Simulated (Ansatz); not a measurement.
The same path of a periodic cell of 28 atoms, Nb12H3N13 (surface NbN(100), adsorbate NH3) was run twice with different band settings. Lost on the way: N25–H26. Made: Nb11–H26, Nb23–H26.

The calculation used Ansatz 0.2.0, DFT PBEsol, scalar-relativistic, plane waves, PAW. Settings: cutoff 420 eV, k mesh 2x2x1, gaussian smearing 0.02 eV, no spin polarisation.

Relaxed end points:

```xyz
28
Lattice="5.9441 0.0000 0.0000 0.0000 5.7993 0.0000 0.0000 0.0000 18.0057" Properties=species:S:1:pos:R:3
Nb 0.000 1.450 1.858
N 1.486 0.000 1.000
Nb 1.490 1.451 4.436
N 0.006 0.004 3.548
Nb -0.014 1.444 6.919
N 1.479 -0.019 6.147
Nb 0.000 4.350 1.858
N 1.486 2.900 1.000
Nb 1.486 4.349 4.435
N 0.007 2.894 3.555
Nb -0.071 4.353 6.886
N 1.508 2.921 6.161
Nb 2.972 1.450 1.858
N 4.458 0.000 1.000
Nb 4.459 1.451 4.403
N 2.968 0.003 3.554
Nb 3.001 1.407 6.968
N 4.468 0.011 6.057
Nb 2.972 4.350 1.858
N 4.458 2.900 1.000
Nb 4.460 4.346 4.394
N 2.967 2.896 3.553
Nb 3.030 4.386 6.846
N 4.440 2.881 6.072
N 1.636 1.349 8.866
H 2.358 0.799 9.367
H 1.502 2.256 9.336
H 0.758 0.746 8.974
```

```xyz
28
Lattice="5.9441 0.0000 0.0000 0.0000 5.7993 0.0000 0.0000 0.0000 18.0057" Properties=species:S:1:pos:R:3
Nb 0.000 1.450 1.858
N 1.486 0.000 1.000
Nb 1.486 1.450 4.433
N 0.000 0.004 3.556
Nb -0.024 1.450 6.987
N 1.485 -0.019 6.091
Nb 0.000 4.350 1.858
N 1.486 2.900 1.000
Nb 1.486 4.350 4.413
N 0.000 2.896 3.555
Nb -0.023 4.351 6.899
N 1.485 2.921 6.093
Nb 2.972 1.450 1.858
N 4.458 0.000 1.000
Nb 4.457 1.450 4.416
N 2.972 0.004 3.556
Nb 2.994 1.451 6.987
N 4.456 0.003 6.099
Nb 2.972 4.350 1.858
N 4.458 2.900 1.000
Nb 4.457 4.350 4.401
N 2.972 2.896 3.556
Nb 2.992 4.351 6.899
N 4.457 2.899 6.100
N 1.485 1.459 8.582
H 1.484 -1.446 8.199
H 1.484 2.298 9.169
H 1.485 0.636 9.192
```

Common settings: climbing image yes; force threshold 0.05 eV/Å; end points relaxed; atoms held 1, 2, 7, 8, 13, 14, 19, 20.

| run | movable images | spring | optimiser | start path | iteration limit |
| --- | --- | --- | --- | --- | --- |
| 1 | 5 | 5.0 eV/Å² | quadratic models (default) | IDPP | 38 |
| 2 | 3 | 0.1 eV/Å² | fire | default | 25 |

What does each run give, and how far can it be trusted?

Run 1: converged after 27 iterations, highest image 0.076 eV above the first end. The profile has 2 maxima (images 1, 4) with wells between them (image 3): this band takes more than one step, which may be the mechanism or a detour left from its start path. Neighbouring images differ by up to 1.4 eV, so the band resolves the path poorly. By the program's own check the climbing image is of a kind that is not told: the force calls were inconclusive, a negative curvature could not be distinguished from the path's own, the only one lies far off the path, or fixed occupations may fill a level only in part (lowest curvatures found: -3.01 and 0.27 eV/Å²).
Run 2: not converged after 25 iterations, highest image 0.149 eV above the first end. The band didn't meet its force threshold, so its energies are provisional: the largest band force was still 0.45 eV/Å, and over the last iterations the top moved between 0.13 and 0.15 eV.
Limits of this set-up: coarse k mesh, thin slab, slab without dipole correction, no dispersion correction for a molecule that may bind weakly, a typed lattice constant that wasn't relaxed here.
